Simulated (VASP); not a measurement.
# Se (Im-3m) in VASP: single point with PBE+D3(BJ)

Aim: the single point of Se with PBE+D3(BJ).

Program: VASP 6.6.1. These are calculated values, not measurements. Logs are shortened: lines on timing, memory, paths and dates and some standing lists are left out, and cuts for length are marked.

## Step 1: The structure

It takes space group Im-3m (No. 229, cubic). Conventional cell: a = 3.407 Å, b = 3.407 Å, c = 3.407 Å, α = 90.00°, β = 90.00°, γ = 90.00°. Se (site symmetry m-3m) has 8 Se at 2.95 Å as nearest neighbours.

This isn't the form of Se at room conditions, which is trigonal, of chains.

## Step 2: Single point, PBE+D3(BJ)

INCAR reads:

```
PREC     = Accurate       # precision mode
ENCUT    = 520            # plane-wave cutoff, eV
EDIFF    = 1E-6           # SCF threshold, eV
ISMEAR   = 0              # smearing method
SIGMA    = 0.1            # smearing width, eV
LREAL    = False          # projectors in reciprocal space
LASPH    = True           # aspherical terms in the spheres
NELM     = 80             # most SCF steps
ALGO     = Normal         # electronic algorithm
ISIF     = 2              # what is computed and relaxed
LWAVE    = False          # write WAVECAR
LCHARG   = False          # write CHGCAR
GGA      = PE             # functional
IVDW     = 12             # dispersion correction
NBANDS   = 9              # bands
```

KPOINTS reads:

```
Automatic mesh
0
Gamma
  8 8 8
```

POSCAR reads:

```
Se
1.0
   -1.7034486149      1.7034486149      1.7034486149
    1.7034486149     -1.7034486149      1.7034486149
    1.7034486149      1.7034486149     -1.7034486149
Se
1
Direct
    0.0000000000      0.0000000000      0.0000000000
```

Potentials or basis: VASP PAW PBE potentials, release 64 (Se).

Launch:

```
$ cat potpaw_PBE.64/Se/POTCAR > POTCAR
$ mpirun -np 1 vasp_std > vasp.out
```

OUTCAR:

```text
PREC = Accurate
   ENCUT = 520
   EDIFF = 1E-6
   ISMEAR = 0
   LREAL = False
   LASPH = True
   NELM = 80
   ISIF = 2
   GGA = PE
   IVDW = 12
 IVDW          = 12

 ion  position               nearest neighbor table
   1  0.000  0.000  0.000-

  LATTYP: Found a body centered cubic cell.
 ALAT       =     3.4068972298

  Lattice vectors:

 A1 = (  -1.7034486149,   1.7034486149,   1.7034486149)
 A2 = (   1.7034486149,  -1.7034486149,   1.7034486149)
 A3 = (   1.7034486149,   1.7034486149,  -1.7034486149)

Analysis of symmetry for initial positions (statically):
=====================================================================
 Subroutine PRICEL returns:
 Original cell was already a primitive cell.

 Routine SETGRP: Setting up the symmetry group for a
 body centered cubic supercell.

 Subroutine GETGRP returns: Found 48 space group operations
 (whereof 48 operations were pure point group operations)
 out of a pool of 48 trial point group operations.

The static configuration has the point symmetry O_h .

Analysis of symmetry for dynamics (positions and initial velocities):
=====================================================================
 Subroutine PRICEL returns:
 Original cell was already a primitive cell.

 Routine SETGRP: Setting up the symmetry group for a
 body centered cubic supercell.

 Subroutine GETGRP returns: Found 48 space group operations
 (whereof 48 operations were pure point group operations)
 out of a pool of 48 trial point group operations.

The dynamic configuration has the point symmetry O_h .

 Subroutine INISYM returns: Found 48 space group operations
 (whereof 48 operations are pure point group operations),
 and found     1 'primitive' translations

----------------------------------------------------------------------------------------

                                     Primitive cell

  volume of cell :      19.7718

  direct lattice vectors                    reciprocal lattice vectors
    -1.703448615  1.703448615  1.703448615     0.000000000  0.293522209  0.293522209
     1.703448615 -1.703448615  1.703448615     0.293522209  0.000000000  0.293522209
     1.703448615  1.703448615 -1.703448615     0.293522209  0.293522209  0.000000000

  length of vectors
     2.950459549  2.950459549  2.950459549     0.415103089  0.415103089  0.415103089

  position of ions in fractional coordinates (direct lattice)
     0.000000000  0.000000000  0.000000000

  ion indices of the primitive-cell ions
   primitive index   ion index
                 1           1

----------------------------------------------------------------------------------------

 KPOINTS: Automatic mesh

Automatic generation of k-mesh.
 Grid dimensions read from file:
 generate k-points for:    8    8    8

 Generating k-lattice:

  Cartesian coordinates                     Fractional coordinates (reciprocal lattice)
     0.000000000  0.036690276  0.036690276     0.125000000  0.000000000  0.000000000
     0.036690276  0.000000000  0.036690276     0.000000000  0.125000000  0.000000000
     0.036690276  0.036690276  0.000000000     0.000000000  0.000000000  0.125000000

  Length of vectors
     0.051887886  0.051887886  0.051887886

  Shift w.r.t. Gamma in fractional coordinates (k-lattice)
     0.000000000  0.000000000  0.000000000

 Subroutine IBZKPT returns following result:
 ===========================================

 Found     29 irreducible k-points:

 Following reciprocal coordinates:
            Coordinates               Weight
  0.000000  0.000000  0.000000      1.000000
  0.125000  0.000000  0.000000     12.000000
  0.250000  0.000000  0.000000     12.000000
  0.375000  0.000000  0.000000     12.000000
  0.500000  0.000000  0.000000      6.000000
  0.125000  0.125000  0.000000     24.000000
[... 16 lines left out ...]
 -0.250000  0.250000  0.250000      6.000000
 -0.375000  0.375000  0.250000     24.000000
 [... further k-points ...]
   k-points           NKPTS =     29   k-points in BZ     NKDIM =     29   number of bands    NBANDS=      9
   number of dos      NEDOS =    301   number of ions     NIONS =      1
   total plane-waves  NPLWV =  13824
   dimension x,y,z NGX =    24 NGY =   24 NGZ =   24
   dimension x,y,z NGXF=    48 NGYF=   48 NGZF=   48
   ions per type =               1
   NGX,Y,Z   is equivalent  to a cutoff of  13.52, 13.52, 13.52 a.u.
   NGXF,Y,Z  is equivalent  to a cutoff of  27.05, 27.05, 27.05 a.u.
 SYSTEM =  unknown system
   PREC   = accura    normal or accurate (medium, high low for compatibility)
   ISTART =      0    job   : 0-new  1-cont  2-samecut
   ICHARG =      2    charge: 1-file 2-atom 10-const
   ISPIN  =      1    spin polarized calculation?
   LNONCOLLINEAR =      F non collinear calculations
   LSORBIT =      F    spin-orbit coupling
   LASPH  =      T    aspherical Exc in radial PAW
   ENCUT  =  520.0 eV  38.22 Ry    6.18 a.u.   5.49  5.49  5.49*2*pi/ulx,y,z
   NELM   =     80;   NELMIN=  2; NELMDL= -5     # of ELM steps
   EDIFF  = 0.1E-05   stopping-criterion for ELM
   LREAL  =      F    real-space projection
   EDIFFG = 0.1E-04   stopping-criterion for IOM
   NSW    =      0    number of steps for IOM
   IBRION =     -1    ionic relax: 0-MD 1-quasi-New 2-CG
   NFREE  =      0    steps in history (QN), initial steepest desc. (CG)
   ISIF   =      2    stress and relaxation
   ISYM   =      2    0-nonsym 1-usesym 2-fastsym
   POTIM  = 0.5000    time-step for ionic-motion
   TEBEG  =    0.0;   TEEND  =   0.0 temperature during run
   PSTRESS=    0.0 pullay stress
   NELECT =       6.0000    total number of electrons
   NUPDOWN=      -1.0000    fix difference up-down
   EMIN   =  10.00;   EMAX   =-10.00  energy-range for DOS
   EFERMI =   0.00;   METHOD = LEGACY
   ISMEAR =     0;   SIGMA  =   0.10  broadening in eV -4-tet -1-fermi 0-gaus
   EFERMI_NEDOS =   21; number of points for ismear=-14 and -15
   IALGO  =     38    algorithm
   IMIX   =      4    mixing-type and parameters
     AMIX     =   0.40;   BMIX     =  1.00
     AMIX_MAG =   1.60;   BMIX_MAG =  1.00
  volume/ion in A,a.u.               =      19.77       133.43
  Fermi-wavevector in a.u.,A,eV,Ry     =   1.100127  2.078939 16.466855  1.210280
  Thomas-Fermi vector in A             =   2.236533
   LORBIT       =      0    0 simple, 1 ext, 2 COOP (PROOUT), +10 PAW based schemes
   GGA     = PE    functional components
   LHFCALC =     F    Hartree Fock is set to
   AEXX    =    0.0000 exact exchange contribution
   IVDW    =    12    specifies the selected vdW correction
   LEPSILON=     F    determine dielectric tensor
   LRPA    =     F    only Hartree local field effects (RPA)
 non-spin polarized calculation
 Gauss-broadening in eV      SIGMA  =   0.10
  energy-cutoff  :      520.00
  volume of cell :       19.77
 maximum number of plane-waves:       555
 NGX is ok and might be reduce to    24
   NGX = 11   NGY = 11   NGZ = 11

 number of electron       6.0000000 magnetization

 Free energy of the ion-electron system (eV)
  ---------------------------------------------------
  ext. energy  EPLUGINS =         0.00000000
  ---------------------------------------------------
  free energy    TOTEN  =        -2.95477206 eV

  energy without entropy =       -2.94774233  energy(sigma->0) =       -2.95125720

 E-fermi :   5.6436     XC(G=0): -10.7250

 val. band max:        5.6308136326   @ k =   0.2500   0.1250   0.1250
 cond. band min:       5.8893434010   @ k =   0.5000   0.0000   0.0000
 fundamental gap:      0.2585297683
 Fermi energy:         5.6435766598

 k-point     1 :       0.0000    0.0000    0.0000
  band No.  band energies     occupation
      1     -10.5219      2.00000
      2       8.9522      0.00000
      3       8.9522      0.00000
      4       8.9522      0.00000
      5      17.3554      0.00000
      6      18.3079      0.00000
      7      18.3079      0.00000
      8      18.3079      0.00000
      9      21.3710      0.00000

 k-point     2 :       0.1250    0.0000    0.0000
  band No.  band energies     occupation
      1     -10.1847      2.00000
      2       7.0834      0.00000
      3       8.3034      0.00000
      4       8.8261      0.00000
      5      16.8528      0.00000
      6      17.1567      0.00000
      7      19.2140      0.00000
      8      19.6835      0.00000
      9      20.3612      0.00000

 k-point     3 :       0.2500    0.0000    0.0000
  band No.  band energies     occupation
      1      -9.2141      2.00000
      2       3.6574      2.00000
      3       7.1169      0.00000
      4       8.5116      0.00000
      5      14.6534      0.00000
      6      15.5662      0.00000
      7      20.6044      0.00000
      8      20.6259      0.00000
      9      23.0393      0.00000

 k-point     4 :       0.3750    0.0000    0.0000
  band No.  band energies     occupation
      1      -7.8231      2.00000
      2       0.5029      2.00000
      3       6.2133      0.00000
      4       8.1915      0.00000
      5      13.2513      0.00000
      6      14.5167      0.00000
      7      21.7655      0.00000
      8      22.3208      0.00000
      9      26.0652      0.00000
[... 205 lines left out ...]
 k-point    22 :       0.2500    0.2500    0.2500
  band No.  band energies     occupation
      1      -6.2105      2.00000
      2       1.9683      2.00000
      3       1.9683      2.00000
      4       1.9683      2.00000
      5      21.0924      0.00000
      6      21.0924      0.00000
      7      21.0924      0.00000
      8      25.7697      0.00000
      9      25.7697      0.00000

 k-point    23 :      -0.2500    0.2500    0.2500
  band No.  band energies     occupation
      1      -7.9724      2.00000
      2       3.6032      2.00000
      3       5.1102      2.00000
      4       5.1102      2.00000
      5      12.9250      0.00000
      6      19.3925      0.00000
      7      19.9722      0.00000
      8      19.9722      0.00000
      9      21.2456      0.00000

 k-point    24 :      -0.3750    0.3750    0.2500
  band No.  band energies     occupation
      1      -6.6909      2.00000
      2       1.5459      2.00000
      3       4.1624      2.00000
      4       4.8441      2.00000
      5      12.3243      0.00000
      6      16.7110      0.00000
      7      19.5371      0.00000
      8      20.5530      0.00000
      9      25.3169      0.00000

 [... further k-points ...]

------------------------ aborting loop because EDIFF is reached ----------------------------------------

 Edisp (eV)   -0.43980

 E8    (eV) :    -0.1797

  FORCE on cell =-STRESS in cart. coord.  units (eV):
  Direction    XX          YY          ZZ          XY          YZ          ZX
  --------------------------------------------------------------------------------------
  -------------------------------------------------------------------------------------
  Total      -0.22643    -0.22643    -0.22643     0.00000     0.00000    -0.00000
  in kB     -18.34798   -18.34798   -18.34798     0.00000     0.00000    -0.00000
  external pressure =      -18.35 kB  Pullay stress =        0.00 kB

 VOLUME and BASIS-vectors are now :
 -----------------------------------------------------------------------------
  energy-cutoff  :      520.00
  volume of cell :       19.77
      direct lattice vectors                 reciprocal lattice vectors
    -1.703448615  1.703448615  1.703448615     0.000000000  0.293522209  0.293522209
     1.703448615 -1.703448615  1.703448615     0.293522209  0.000000000  0.293522209
     1.703448615  1.703448615 -1.703448615     0.293522209  0.293522209  0.000000000

 POSITION                                       TOTAL-FORCE (eV/Angst)
 -----------------------------------------------------------------------------------
      0.00000      0.00000      0.00000        -0.000000      0.000000      0.000000
 -----------------------------------------------------------------------------------
    total drift:                                0.000000     -0.000000     -0.000000

  FREE ENERGIE OF THE ION-ELECTRON SYSTEM (eV)
  ---------------------------------------------------
  free  energy   TOTEN  =        -3.3945750755 eV

  energy  without entropy=       -3.3875453367  energy(sigma->0) =       -3.39106021
```

It took 3 s on 1 thread of Intel Xeon Platinum 8488C (Sapphire Rapids), shared host; peak memory 0.14 GiB.

Results:

```yaml
Free_energy: -3.3946 eV
Pressure: -1.8 GPa
Band_gap_on_the_k_mesh: none (metal or under the smearing width)
Dispersion_energy_per_atom: -0.440 eV
```

Levels at points of the mesh, in eV from the Fermi level:
```
           k point  band 1  band 2  band 3  band 4  band 5  band 6  band 7
(0.00, 0.00, 0.00)  -16.17    3.31    3.31    3.31   11.71   12.66   12.66
(0.50, 0.00, 0.00)  -12.58   -6.65    0.25    2.42    7.14    8.52   17.74
(0.50, 0.50, 0.50)  -10.09   -3.12   -3.12   -3.12    4.18    4.18   23.09
```

Caveat: pairwise dispersion overbinds metals, which lowers pressure and volume.
